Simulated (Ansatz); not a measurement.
## SnTe in Ansatz: the effect of target pressure

The system is SnTe.

```xyz
2
Lattice="0.0000 3.6111 3.6111 3.6111 0.0000 3.6111 3.6111 3.6111 0.0000" Properties=species:S:1:pos:R:3 pbc="T T T"
Te    1.8056    1.8056    1.8056
Sn    0.0000    0.0000    0.0000
```

Measurements of this composition are mostly on another form, of space group No. 225.

Alike in all runs:

| Property | Result |
| --- | --- |
| Program | Ansatz 0.2.0 |
| Task | relaxation of cell and atoms |
| Functional | r2SCAN |
| Potentials or basis | Ansatz PAW |
| Cutoff | 500 eV (not typed: the program's choice for these potentials) |
| k mesh | 7 × 7 × 7 |
| Occupations | fermi-dirac, width 0.05 eV |
| Spin | no spin polarisation |

Each run relaxes the cell or the atoms first.

Problem. One run gave: relaxed volume 36.09 Å³/atom. Which target pressure did it use?
A. 5 GPa
B. 0 GPa
C. 2 GPa
D. 10 GPa
E. 30 GPa

Solution. D.

```csv
target pressure,relaxed volume (Å³/atom)
0 GPa,46.01
2 GPa,43.10
5 GPa,39.75
10 GPa,36.09
20 GPa,31.56
30 GPa,28.70
```

Caveats: the plane-wave basis is chosen anew once the cell has moved, so the energies of steps on either side of that aren't comparable; the PAW data sets come from PBE, with cores solved anew for the run's functional, which leaves a small shift of forces and pressure; the volume moved by over 15 % at a fixed basis, so the end points are rough (some runs).
